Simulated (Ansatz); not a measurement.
The cell comes from COD entry 9011615, which wasn't checked; take it as a given geometry. It differs from other determinations.

Input and log of a run on Co: DFT, PBE, all-electron LAPW, scalar-relativistic (Ansatz 0.2.0).

```yaml
crystal:
  lattice:
    - [2.5190008694, 0.0, 0.0]
    - [-1.2595004347, 2.1815187451, 0.0]
    - [0.0, 0.0, 4.091]
  atoms:
    - { symbol: Co, position: [0.3333333333, 0.6666666667, 0.25], spin: 2.0 }
    - { symbol: Co, position: [0.6666666667, 0.3333333333, 0.75], spin: 2.0 }
magnetization:
  spin_polarized: true
kpoints:
  mp_grid: { grid: [19, 19, 10] }
  band_path:
    path:
      - [0.0, 0.0, 0.0]
      - [0.5, 0.0, 0.0]
      - [0.3333333333, 0.3333333333, 0.0]
      - [0.0, 0.0, 0.0]
      - [0.0, 0.0, 0.5]
      - [0.5, 0.0, 0.5]
      - [0.3333333333, 0.3333333333, 0.5]
      - [0.0, 0.0, 0.5]
      - [0.5, 0.0, 0.5]
    npoints: 8
scf:
  occupations: { method: fermi_dirac, width: 0.05 }
hamiltonian:
  xc: pbe
  pseudopotentials: { kind: all_electron, lapw: { basis_error: 0.0005 } }
output:
  forces: true
  stress: true
  eigenvalues: true
  populations: true
  dos: { projected: true, de: 0.2, e_range: [-14, 8] }
```

The log:

```
Co: projections on atomic orbitals take those of the free atom 1s2 2s2 2p6 3s2 3p6 3d7 4s2, of charge +0.00 (hamiltonian.pseudopotentials.projection_atoms)
LAPW: plane waves up to 9.245 Å⁻¹, error target 5.0e-4 eV per atom; small_component_spin mean_spin; Co in spheres of 1.255 Å, 17 of its electrons in bands, Dirac shells []
Engine: ansatz 0.2.0
Pseudopotentials: kind: all_electron
Pseudopotential: Co, LAPW, valence charge 17, Koelling and Harmon's equation, gaussian nucleus
Functional definition: PBE
  parameter kappa = 0.804
  parameter beta = 0.06672455060314922
  exchange = pbe_x(kappa = kappa, mu = beta*pi^2/3)
  correlation = pbe_c(beta = beta)
Crystal: 2 atoms, lattice volume = 22.481 Å³
Basis set: ecut = 325.66895096455426 eV, 313 PW (Γ), exchange–correlation at level 2
Bands: 23, of which v1, the nominal top of the filled ones, is band 17 counted from 1 (16 counted from 0)
Symmetry: 24 space group operations
Space group: P63/mmc (ITA 194), of the structure as read, at distance tolerance 2.8e-5 Å
Magnetic group: BNS 194.263 (UNI 1493), of the structure as read, at distance tolerance 2.8e-5 Å
k-points: 240 of 3610
Non-local potential: Co, projectors of the file, none
Initial density: superposition of atomic densities (chi_scale 0.1, normalization cell)
Starting moments: Σ|m| = 4 μB on 2 of 2 sites
Initial wavefunctions: plane waves of lowest kinetic energy (no species holds an atomic orbital)
Functional: x = pbe(κ = 0.804, μ = 0.2195149727645171), c = pbe(β = 0.06672455060314922)
iter 1 solved again at ethr=2.57e-5 eV; its pass at ethr=1.00e-1 eV (dr2=8.75e-3 eV) is discarded
SCF iter   1: F=—  HF=-75835.028256 eV  |F-HF|=—  |Δ(HF+E_count)|=         —  Δρ=1.54e-2 (↑1.50e-2 ↓1.54e-2)  dr2=8.83e-3  dr2_m=4.45e-2  M=3.342 μB ∫|m|=3.485 μB  β_m=0.30  ethr=2.57e-5  ⟨swp⟩=3.4  Hψ=85696  notcnv=0
Mixer restart at iter 1: flushing history
preconditioner: auto → none  [metal: Δε(μ)=0.003 eV  Ē_g=9.302 eV  σ=0.050 eV  W_gap=0.01  n_scr=8 (ndim 8)  ℏωp=33.2 eV  f_vac=0.000  D(μ)=1.91/eV (n_scr^D=22)  sad-step TF]
SCF iter   2: F=—  HF=-75835.082854 eV  |F-HF|=—  |Δ(HF+E_count)|=   5.46e-2  Δρ=1.13e-2 (↑1.08e-2 ↓1.13e-2)  dr2=5.72e-3  dr2_m=2.34e-2  M=3.326 μB ∫|m|=3.510 μB  β_m=0.47  ethr=2.57e-5  ⟨swp⟩=2.3  Hψ=31090  notcnv=0
SCF iter   3: F=—  HF=-75835.135778 eV  |F-HF|=—  |Δ(HF+E_count)|=   5.29e-2  Δρ=4.76e-3 (↑4.20e-3 ↓4.76e-3)  dr2=1.25e-3  dr2_m=3.60e-3  M=3.301 μB ∫|m|=3.563 μB  β_m=0.46  ethr=1.68e-5  ⟨swp⟩=3.0  Hψ=34739  notcnv=0
iter 4 solved again at ethr=3.22e-7 eV; its pass at ethr=3.68e-6 eV (dr2=1.10e-4 eV) is discarded
SCF iter   4: F=—  HF=-75835.148956 eV  |F-HF|=—  |Δ(HF+E_count)|=   1.32e-2  Δρ=1.44e-3 (↑1.12e-3 ↓1.44e-3)  dr2=1.09e-4  dr2_m=3.07e-4  M=3.290 μB ∫|m|=3.600 μB  β_m=0.73  ethr=3.22e-7  ⟨swp⟩=2.0  Hψ=55016  notcnv=0
SCF iter   5: F=—  HF=-75835.151596 eV  |F-HF|=—  |Δ(HF+E_count)|=   2.64e-3  Δρ=2.46e-4 (↑1.48e-4 ↓2.46e-4)  dr2=1.54e-6  dr2_m=7.47e-6  M=3.292 μB ∫|m|=3.635 μB  β_m=0.77  ethr=3.22e-7  ⟨swp⟩=3.0  Hψ=34836  notcnv=0
SCF iter   6: F=—  HF=-75835.151689 eV  |F-HF|=—  |Δ(HF+E_count)|=   9.28e-5  Δρ=2.02e-5 (↑1.75e-5 ↓2.02e-5)  dr2=6.98e-8  dr2_m=3.52e-8  M=3.293 μB ∫|m|=3.642 μB  β_m=0.87  ethr=4.54e-9  ⟨swp⟩=3.5  Hψ=35385  notcnv=0
SCF iter   7: F=—  HF=-75835.151690 eV  |F-HF|=—  |Δ(HF+E_count)|=   1.26e-6  Δρ=2.81e-6 (↑2.74e-6 ↓2.81e-6)  dr2=1.18e-9  dr2_m=1.04e-9  M=3.293 μB ∫|m|=3.642 μB  β_m=0.92  ethr=2.05e-10  ⟨swp⟩=3.0  Hψ=34700  notcnv=0
SCF iter   8: F=-75835.151690 eV  HF=-75835.151690 eV  |F-HF|=2.62e-10  |Δ(HF+E_count)|=   2.17e-8  Δρ=5.91e-7 (↑5.91e-7 ↓5.90e-7)  dr2=5.21e-11  dr2_m=5.13e-11  M=3.293 μB ∫|m|=3.642 μB  ethr=3.47e-12  ⟨swp⟩=3.0  Hψ=34711  notcnv=0
SCF 1 converged in 8 iterations: F = -75835.151690 eV  dr2 = 5.21e-11
NSCF: frozen V_eff on 65 k-points
SCF converged after 8 iterations
Magnetization: 3.2926 μB (18.6463 up, 15.3537 down)
Absolute magnetization: 3.6425 μB (∫|ρ↑−ρ↓|)
Spin contamination: 0.0611 ħ² per cell (⟨S²⟩ above its minimum at these occupations)
Per-site moments (μB) at R_I (Å): [(1.7026820976339483, 1.2549095441164793), (1.7026820976339483, 1.2549095441164793)]
Free energy (F): -75835.151690 eV
Harris-Foulkes:  -75835.151690 eV  (|F-HF|=2.62e-10)
Internal energy: -75835.136435 eV  (E = F + TS)
E sigma→0 (E₀):  -75835.144063 eV
Entropy (-TS):   -0.015255 eV (-7.627 meV/atom)
Fermi energy:    18.299676 eV
--- Per-component energies (eV) ---
  E_band       = -500.046684
  E_kinetic    = 76960.494164
  E_xc         = -3249.006518
  E_electrostatic = -149546.624081  (all electrons and nuclei)
  E_smearing   = -0.015255  (= −TS)
  E_closure    = 0.000000  (closes the sum)
  E_atoms      = -75818.578525  (free atoms, spherical and without spin; not in F)
  Σ components = -75835.151690   (vs F -75835.151690, Δ=0.00e0)
  Basis errors (estimates in eV, not in F): energy 1.1e-4 per atom: plane waves 9.9e-5 (5.0e-5 summed), levels above the bands 6.3e-83, relativity 6.5e-9, radial functions 1.3e-5, core shells 5.4e-10; eigenvalues (radial functions only) 8.6e-7; not estimated: angular momenta, meshes, grids; target (lapw.basis_error) 5.0e-4; muffin-tin radii Co 1.255 Å
--- Forces (eV/Å), atoms counted from 1 ---
  atom   1  Co     0.00000000     0.00000000     0.00000000
  atom   2  Co    -0.00000000    -0.00000000     0.00000000
  max |Σ_I F_I| component: 4.63e-18 eV/Å
--- Stress (GPa, compression-positive) ---
       -6.331774       0.000000       0.000000
        0.000000      -6.331774       0.000000
        0.000000       0.000000      -7.560309
  P = ⅓ Tr σ = -6.7413 GPa (-67.413 kbar)
--- Band table (eV; the first three rows and the last of 480) ---
  k-point 0 ↑: bands = ["-77.7699", "-77.7224", "-41.1512", "-40.9020", "-40.9020", "-40.8655", "-40.8606", "-40.8606", "9.4840", "13.2608", "15.6890", "15.7300", "15.7300", "16.0219", "16.0219", "16.3622", "16.3622", "17.3979", "17.3979", "18.0950", "24.2192", "39.8116", "42.0972"]
  k-point 1 ↑: bands = ["-77.7688", "-77.7236", "-41.1443", "-40.9010", "-40.9010", "-40.8726", "-40.8617", "-40.8617", "9.5819", "13.2379", "15.6645", "15.7036", "15.7036", "15.9961", "15.9961", "16.4222", "16.4222", "17.3929", "17.3929", "17.6889", "24.8233", "39.7818", "42.0636"]
  k-point 2 ↑: bands = ["-77.7654", "-77.7270", "-41.1243", "-40.8981", "-40.8981", "-40.8931", "-40.8646", "-40.8646", "9.8715", "13.1394", "15.5964", "15.6546", "15.6546", "15.9270", "15.9270", "16.5687", "16.5687", "16.8346", "17.3718", "17.3718", "26.2980", "39.4434", "40.3877"]
  k-point 239 ↓: bands = ["-75.5981", "-75.5981", "-39.0449", "-39.0449", "-38.9762", "-38.9762", "-38.8537", "-38.8537", "15.6662", "15.6662", "16.0366", "16.0366", "16.6201", "16.6201", "18.1551", "18.1551", "19.3755", "19.3755", "24.0975", "24.0975", "26.2979", "26.2979", "28.1868"]
--- Löwdin populations: 2 sites ---
  site symbol       q [e]    m [muB]
     0     Co     26.7835     1.7148
     1     Co     26.7835     1.7148
  spilling = 0.008017 (of n_electrons = 54.000000)
```
